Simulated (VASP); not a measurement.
TiTe2:

```
Te Ti
1.0
     3.77700    0.00000    0.00000
    -1.88850    3.27098    0.00000
     0.00000    0.00000    6.49800
Te Ti
2 1
Direct
  0.33333 0.66667 0.73720
  0.66667 0.33333 0.26280
  0.00000 0.00000 0.00000
```

* Program: VASP 6.6.1
* Task: relaxation of cell and atoms
* Functional: PBEsol
* Potentials or basis: VASP PAW PBE potentials, release 64 (Te, Ti_sv)
* Cutoff: 600 eV
* k mesh: 8 × 8 × 4
* Occupations: fermi-dirac, width 0.05 eV
* Spin: no spin polarisation

At the start: pressure -2.2 GPa; volume 26.76 Å³/atom.

Task: How do energy, volume and symmetry change on relaxing?

Result: Over 8 steps the energy falls by 8.9 meV/atom and the volume is 25.38 Å³/atom (-5.2 %); space group P-3m1 (No. 164, to 0.05 Å).

The path:
```tsv
step	energy change (eV)	largest force (eV/Å)	pressure (GPa)	volume (Å³)
1	0.0000	0.1101	-2.25	80.28
2	-0.0099	0.4107	1.60	75.99
3	-0.0191	0.1886	-0.11	77.72
4	-0.0191	0.1992	0.02	77.64
5	-0.0229	0.1422	0.03	77.26
6	-0.0250	0.0508	-0.04	76.67
7	-0.0257	0.0394	0.03	76.54
8	-0.0268	0.0025	0.01	76.13
```

Final structure:
```
Te Ti
1.0
     3.70417    0.00000    0.00000
    -1.85209    3.20791    0.00000
     0.00000    0.00000    6.40672
Te Ti
2 1
Direct
  0.33333 0.66667 0.73185
  0.66667 0.33333 0.26815
  0.00000 0.00000 0.00000
```

Caveat: the PAW data sets were made with another functional, which shifts forces and pressure a little; this functional lacks dispersion, which binds the layers, so the pressure and a relaxed spacing across them are unreliable.
